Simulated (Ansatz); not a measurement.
A surface is cut from this relaxed crystal of MoS2:

```cif
data_structure
_symmetry_space_group_name_H-M 'P6_3/mmc'
_symmetry_Int_Tables_number 194
_cell_length_a 3.1414
_cell_length_b 3.1414
_cell_length_c 12.5788
_cell_angle_alpha 90.000
_cell_angle_beta 90.000
_cell_angle_gamma 120.000
_cell_volume 107.50
loop_
_atom_site_label
_atom_site_type_symbol
_atom_site_symmetry_multiplicity
_atom_site_Wyckoff_symbol
_atom_site_fract_x
_atom_site_fract_y
_atom_site_fract_z
_atom_site_occupancy
Mo1 Mo 2 c 0.33333 0.66667 0.25000 1
S1 S 4 f 0.33333 0.66667 0.62605 1
```

Miller indices refer to the conventional cell of P6_3/mmc (No. 194), a = 3.141 Å, b = 3.141 Å, c = 12.579 Å, α = 90.00°, β = 90.00°, γ = 120.00°. The bulk's gap is 0.97 eV.

The (001) slab of 9 planes, 15.7 Å thick with 15 Å of vacuum as cut; outer planes S (top) and S (bottom).

Computed with DFT PBEsol, scalar-relativistic, plane waves, PAW (Ansatz). Settings: cutoff 420 eV, Γ-centred mesh 9×9×1 on the computed 9-atom cell, Gaussian smearing of 0.05 eV; no spin polarisation. A dipole correction removes the field between periodic images along c.

The surface energy is small: either the cut is weakly bound (this functional has no dispersion correction), or the bulk reference is not the lowest structure.

With the atoms at the bulk's places:

* Surface energy (mean of both faces): 0.03 J/m²
* Gap of the slab on the mesh: 1.27 eV

Question: What changes when all atoms relax within this surface cell and its symmetry?

Answer: The energy changes by under 0.001 J/m² a face, and the largest move is 0.00 Å.

```yaml
Surface_energy_mean_of_both_faces: 0.03 J/m²
Gap_of_the_slab_on_the_mesh: 1.27 eV
```

| plane (bottom to top) | atoms | spacing to next, bulk (Å) | relaxed (Å) | change (%) |
| --- | --- | --- | --- | --- |
| 1 | S | 1.559 | 1.558 | -0.1 |
| 2 | Mo | 1.559 | 1.559 | 0.0 |
| 3 | S | 3.171 | 3.170 | 0.0 |
| 4 | S | 1.559 | 1.559 | 0.0 |
| 5 | Mo | 1.559 | 1.559 | 0.0 |
| 6 | S | 3.171 | 3.171 | 0.0 |
| 7 | S | 1.559 | 1.559 | 0.0 |
| 8 | Mo | 1.559 | 1.558 | -0.1 |
| 9 | S |  |  |  |

An odd mesh misses points on the zone edge, so a gap read on it can be too wide.